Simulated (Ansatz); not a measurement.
# O_N in AlN (P6_3mc): charge-transition levels and formation energies, part 2 of 2

Charge states of O_N in AlN (P6_3mc), set against the band edges. Model: a cell of 72 host atoms with 1 N taken out and 1 O put in.

Ansatz; place-levels on r2SCAN runs: charge-transition levels and formation energies with image-charge correction and potential alignment at the atomic sites; PAW set soft_1.

So far: Set-up; The runs of each charge state; Levels against the band edges, r2SCAN.

## Step 3: Levels against the band edges, r2SCAN (continued)

Levels between the charges placed, in eV above the valence top:

|  | gap (eV) | (+1/0) | (0/−1) |
| --- | --- | --- | --- |
| r2SCAN | 4.88 | 4.73 | 4.51 |

Corrections by state:

| charge | moment (μB) | image terms and alignment (eV) | band filling (eV) | ε used | over the lowest of its charge, as the program ranks them, band filling apart (eV) |
| --- | --- | --- | --- | --- | --- |
| +1 | 0.0 | 0.259 | - | principal values (8.15, 8.15, 9.65) | 0.000 |
| 0 | 1.0 | 0.000 | - | - | 0.000 |
| −1 | 0.0 | 0.216 | - | principal values (8.15, 8.15, 9.65) | 0.000 |

The charged structures listed were also run neutral, and place-levels reads from each pair, by the potential or the spins, how wide the charge is by which they differ; that can be the carrier of either run.

| charge | rms radius (Å) | spread where it is widest against the cell (Å) | wide from (Å) | reading |
| --- | --- | --- | --- | --- |
| +1 | 3.6 | 1.98 | 1.40 | wide |
| −1 | 1.5 | 1.00 | 1.40 | narrow |

The neutral runs of these pairs need not share the spin of the lowest neutral state, and very wide values only mean spread over the cell.

From the program's caveats on the states, each cut to its opening words:

- charge +1: it parts from the run at its places by a charge that spreads by about 2 Å along one vector (1.4 Å or more is wide), by its potential at epsilon [4.49, 4.49, [...]
- charge 0 (1 μB): its displacements don't fall off away from the defect: farther atoms stand 0.012 Å off the host's places
- charge 0 (1 μB): flagged: stability check not made
- charge −1: its displacements don't fall off away from the defect: farther atoms stand 0.031 Å off the host's places

The host's formation energy from the elements is -1.627 eV per atom; it sets how far the chemical potentials can move.

Limit set by the element alone; other compounds of these elements are not counted. Chemical potentials from the elements' reference states: Al 0.00 eV, N -3.25 eV, O 0.00 eV. Formation energies (Al-rich), with the Fermi level at the valence top and at the conduction bottom (gap 4.88 eV):

| charge | at valence top (eV) | at conduction bottom (eV) | correction included (eV) |
| --- | --- | --- | --- |
| +1 | -7.57 | -2.70 | 0.26 |
| 0 | -2.85 | -2.85 | 0.00 |
| −1 | 1.66 | -3.22 | 0.22 |

```csv
Fermi level (eV),lowest formation energy (eV)
0.00,-7.57
0.44,-7.13
0.89,-6.69
1.33,-6.25
1.77,-5.80
2.22,-5.36
2.66,-4.91
3.11,-4.47
3.55,-4.03
3.99,-3.58
4.43,-3.14
4.88,-3.22
```

Limit set by the element alone; other compounds of these elements are not counted. Chemical potentials from the elements' reference states: N 0.00 eV, Al -3.25 eV, O 0.00 eV. Formation energies (N-rich), with the Fermi level at the valence top and at the conduction bottom (gap 4.88 eV):

| charge | at valence top (eV) | at conduction bottom (eV) | correction included (eV) |
| --- | --- | --- | --- |
| +1 | -4.32 | 0.56 | 0.26 |
| 0 | 0.41 | 0.41 | 0.00 |
| −1 | 4.91 | 0.04 | 0.22 |

| Fermi level (eV) | lowest formation energy (eV) |
| --- | --- |
| 0.00 | -4.32 |
| 0.44 | -3.88 |
| 0.89 | -3.43 |
| 1.33 | -2.99 |
| 1.77 | -2.55 |
| 2.22 | -2.11 |
| 2.66 | -1.66 |
| 3.11 | -1.22 |
| 3.55 | -0.77 |
| 3.99 | -0.33 |
| 4.43 | 0.11 |
| 4.88 | 0.04 |

## Step 4: Effect of the sampling

The relaxations' own energies give the levels at their sampling, for comparison.

The input, levels.relax_mesh.yaml:

```yaml
host:
  run: host.relax.run
states: [qm1.relax.run, q0_M1.relax.run, qp1.relax.run]
chemical_potentials:
  "N":
    energy: -384.814403
    dataset: "<sha256 of the dataset>"
  O:
    energy: -565.989614
    dataset: <sha256 of the dataset>
```

On the command line:

```bash
> ansatz place-levels levels.relax_mesh.yaml -- --threads 4 --pin off --max-ram 7536MiB
```

Log:

```text
[...]
formation energy of charge +1: -4.312 eV with the Fermi level at the valence edge
formation energy of charge 0: +0.473 eV with the Fermi level at the valence edge
formation energy of charge -1: +5.030 eV with the Fermi level at the valence edge
  edges by r2scan, gap 4.886 eV; the host is sampled to repeats of 13.64 Å
[... the lines on each state left out ...]
```

The job ended after 0.3 s (4 threads of Intel Xeon Platinum 8259CL at 2.50GHz (Skylake/Cascade Lake), shared host).

Levels between neighbouring charges, in eV above the valence top:

|  | gap (eV) | (+1/0) | (0/−1) |
| --- | --- | --- | --- |
| one point at (¼, ¼, ¼) | 4.89 | 4.79 | 4.56 |
| a 2×2×2 shifted mesh | 4.88 | 4.73 | 4.51 |

Going from one point at (¼, ¼, ¼) to a 2×2×2 shifted mesh moves the levels that carry no band-filling term by up to 0.06 eV and formation energies against the elements by up to 0.12 eV.

## Step 5: Results

```
gap of the host                                                          : 4.88 eV (r2SCAN)
level (plus 1/0)                                                         : 4.73 eV above the valence top, not a change between lowest states
level (0/minus 1)                                                        : 4.51 eV above the valence top, not a change between lowest states
level (plus 1/minus 1)                                                   : 4.62 eV above the valence top
lowest of the charges placed, just above the valence top (0.02 eV)       : +1
lowest of the charges placed, just below the conduction bottom (0.02 eV) : −1
lowest formation energy at mid-gap of the charges run, Al-rich           : -5.14 eV
lowest formation energy at mid-gap of the charges run, N-rich            : -1.88 eV
```

What this shows: Of the charges placed (−1, 0 and +1), the lowest changes at 4.62 eV (+1/−1) above the valence top, in a gap of 4.88 eV. (+1/−1) passes over charge 0, which lies 0.11 eV above the two there; a lower structure or spin state of it, if missed, would change that. Charges above +1 and below −1 were not placed, so these runs say nothing of levels that involve them. States placed: +1 at 0 μB; 0 at 1 μB; −1 at 0 μB. Other spin states or structures, where not listed, weren't placed. At charge −1 the atom put in ends up to 0.9 Å from its starting place, so the name tells the start alone and the levels can join different sites. O is taken at its element; compounds, which aren't counted here, bound the chemical potentials and would shift these formation energies. The lowest formation energy (Al-rich) is negative across the gap, so the defect would form by itself: these chemical potentials lie beyond what competing compounds allow, or the host is unstable against it. Going from one point at (¼, ¼, ¼) to a 2×2×2 shifted mesh moves the levels that carry no band-filling term by up to 0.06 eV and formation energies against the elements by up to 0.12 eV. Keep in mind: r2SCAN makes the gap too small and tends to spread out bound carriers; where a gas molecule sets a chemical potential or the host's formation energy, its binding is uncorrected.

[Logs are printed without paths, hosts, clocks, repeated set-up lines and the standing remarks that a program may print on its own settings, such as how far it seeks lower states.]

[Hosts, paths, dates, database ids (printed as entryN), source tags and the programs' standing remarks are cut or masked in the printed files.]

[Where a table of states has a column of steps, it counts the stored structures, which are thinned; the runs took as many ionic steps or more.]

[A defect's name tells the site on which it was built; relaxed atoms can leave that site.]

[For some hosts the program warned that the k-mesh of the response run may be too coarse for force constants and the static dielectric constant; such warnings are not shown here.]
